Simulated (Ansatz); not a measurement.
ZrSe2:

```xyz
3
Lattice="3.7980 0.0000 0.0000 -1.8990 3.2892 0.0000 0.0000 0.0000 6.1920" Properties=species:S:1:pos:R:3 pbc="T T T"
Zr    0.0000    0.0000    0.0000
Se    1.8990    1.0964    4.6440
Se    0.0000    2.1928    1.5480
```

- Program: Ansatz 0.2.0
- Task: relaxation of cell and atoms
- Functional: revPBE
- Dispersion: D4
- Potentials or basis: all-electron LAPW, scalar-relativistic
- Basis error allowed: 0.002 eV/atom
- k mesh: 8 × 8 × 5
- Occupations: fermi-dirac, width 0.05 eV
- Spin: no spin polarisation

At the start: volume 25.78 Å³/atom.

Task: How do energy, volume and symmetry change on relaxing?

Result: Over 5 steps the energy falls by 9.6 meV/atom and the volume is 24.57 Å³/atom (-4.7 %); space group P-3m1 (No. 164, to 0.05 Å).

The path:
```csv
step,energy change (eV),largest force (eV/Å),volume (Å³)
1,0.0000,0.3391,77.35
2,-0.0284,0.0140,74.21
3,-0.0288,0.0108,73.73
4,-0.0288,0.0009,73.70
5,-0.0288,0.0009,73.70
```

Final structure:
```xyz
3
Lattice="3.7451 0.0000 0.0000 -1.8726 3.2434 0.0000 0.0000 0.0000 6.0676" Properties=species:S:1:pos:R:3 pbc="T T T"
Zr    0.0000    0.0000    0.0000
Se    1.8726    1.0811    4.4693
Se    0.0000    2.1623    1.5982
```
